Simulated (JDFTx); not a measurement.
Input of a JDFTx 1.7.0 (patched build) run:

fluid.in

```
include SiS.lattice
coords-type Lattice
include SiS.ionpos

ion-species pseudo/Si.upf
ion-species pseudo/S.upf
elec-cutoff 27
elec-ex-corr lda-PW
kpoint-folding 1 1 1
elec-n-bands 5
electronic-minimize nIterations 100 energyDiffThreshold 1e-06
fluid LinearPCM
pcm-variant GLSSA13
fluid-solvent CH2Cl2
fluid-minimize nIterations 200 knormThreshold 1e-10
initial-state vacuum.$VAR
core-overlap-check none
forces-output-coords Cartesian

dump-name fluid.$VAR
dump End Ecomponents EigStats BandEigs Kpoints Forces ElecDensity Dtot KEdensity
```

File SiS.lattice:

```
lattice \
   17.0075351216     0.0000000000     0.0000000000 \
    0.0000000000    17.0075351216     0.0000000000 \
    0.0000000000     0.0000000000    20.7869873709
```

SiS.ionpos

```
ion Si     0.5014444400     0.5023333300     0.4153945000 1
ion S      0.5014444400     0.5023333300     0.5907873200 1
```

Potentials or basis: PseudoDojo-SR-LDA-0.4.1-standard with smoothed tails.

Run with:

```console
$ jdftx -c 1 -i fluid.in -o fluid.out
```

Problem. Estimate the Loewdin charges.

Solution. Si +0.46; S -0.32 e.

Problem. Estimate the solvation energy.

Solution. -0.195 eV.

Problem. What does it give for the largest force?

Solution. 0.485 eV/Å.

Forces on the atoms (eV/Å):
```
Si   0.000  0.000 -0.485
S    0.000  0.000  0.483
```

Caveat: forces in the liquid are good to some per cent; the liquid is a continuum model, checked here against plausible ranges alone.
